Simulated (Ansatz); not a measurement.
All numbers below come from Ansatz 0.2.0, DFT PBE, scalar-relativistic, plane waves, PAW. All cells share a 420 eV cutoff and Γ-centred k meshes spaced at most about 0.3 Å⁻¹ (about 0.25 or finer for metals, 2π included). No spin polarisation in the final relaxations.

Temperature and zero-point effects are left out.

Two forms of Zr₅N were relaxed alike.

A.

```cif
data_structure
_symmetry_space_group_name_H-M 'P6/mmm'
_symmetry_Int_Tables_number 191
_cell_length_a 5.1404
_cell_length_b 5.1404
_cell_length_c 5.3203
_cell_angle_alpha 90.000
_cell_angle_beta 90.000
_cell_angle_gamma 120.000
_cell_volume 121.75
loop_
_atom_site_label
_atom_site_type_symbol
_atom_site_symmetry_multiplicity
_atom_site_Wyckoff_symbol
_atom_site_fract_x
_atom_site_fract_y
_atom_site_fract_z
_atom_site_occupancy
Zr1 Zr 4 h 0.33333 0.66667 0.75362 1
Zr2 Zr 1 a 0.00000 0.00000 0.00000 1
N1 N 1 b 0.00000 0.00000 0.50000 1
```

B.

```cif
data_structure
_symmetry_space_group_name_H-M 'F-43m'
_symmetry_Int_Tables_number 216
_cell_length_a 8.9094
_cell_length_b 8.9094
_cell_length_c 8.9094
_cell_angle_alpha 90.000
_cell_angle_beta 90.000
_cell_angle_gamma 90.000
_cell_volume 707.21
loop_
_atom_site_label
_atom_site_type_symbol
_atom_site_symmetry_multiplicity
_atom_site_Wyckoff_symbol
_atom_site_fract_x
_atom_site_fract_y
_atom_site_fract_z
_atom_site_occupancy
Zr1 Zr 4 c 0.25000 0.25000 0.25000 1
Zr2 Zr 16 e 0.11733 0.11733 0.88267 1
N1 N 4 d 0.25000 0.25000 0.75000 1
```

**Question.** Which would you expect to be lower, and how large is the difference?

**Answer.** B is lower, by 231 meV/atom. A has space group P6/mmm (No. 191), 20.3 Å³/atom and no gap on its mesh; B has space group F-43m (No. 216), 29.5 Å³/atom and no gap. Counting Zr atoms around N (those within 1.25 times the shortest such distance or 1.15 times the sum of covalent radii; a plus sign parts nearer from farther groups), A has N 2+12 and B has N 4. The lower one is the more open, so pressure narrows the difference. Even the lower one lies +0.51 eV/atom against the reference forms of the elements (uncorrected), so neither is stable at this level. In A, Zr on a site of symmetry 3m has 2 Zr at 2.62–2.70 Å, 3 Zr at 2.97 Å, 3 Zr at 3.24 Å and 3 N at 3.26 Å; Zr on a site of symmetry 6/mmm is surrounded by 2 N at 2.66 Å and 12 Zr at 3.24 Å; N is surrounded by 2 Zr at 2.66 Å and 12 Zr at 3.26 Å. In B, Zr on a site of symmetry -43m has 12 Zr at 3.67 Å; around Zr on a site of symmetry 3m lie 1 N at 2.05 Å, 3 Zr at 2.96 Å, 3 Zr at 3.34 Å and 3 Zr at 3.67 Å; N has 4 Zr at 2.05 Å. Both come from invented guesses. A third cell relaxed alike, in P-6m2, lies 0.89 eV/atom below the lower of the two.

Cells relaxed within their symmetry can be saddle points.

B probably wins because it gives nitrogen four short, strong Zr-N contacts, in which N 2p states mix with Zr 4d. In A the two nearest Zr atoms, at 2.66 Å, are too distant for normal Zr-N bonds, and the next twelve contribute little. A also squeezes some Zr pairs to 2.62–2.70 Å, well below the spacing in the metal, so core repulsion likely adds to its cost. B pays differently: its open framework leaves one Zr site with only long, weak metal contacts at 3.67 Å, sacrificing much of the cohesion of zirconium.

The positive energies against the elements contrast with zirconium's well-known affinity for nitrogen, which it readily dissolves in octahedral interstices and binds in a rocksalt nitride. The likely cause is the choice of trial structures, since the P-6m2 cell falls below the elements at the same level. The ordering of A and B therefore says little about the preferred structure of Zr₅N, and whether the P-6m2 form would survive separation into Zr and ZrN remains open.
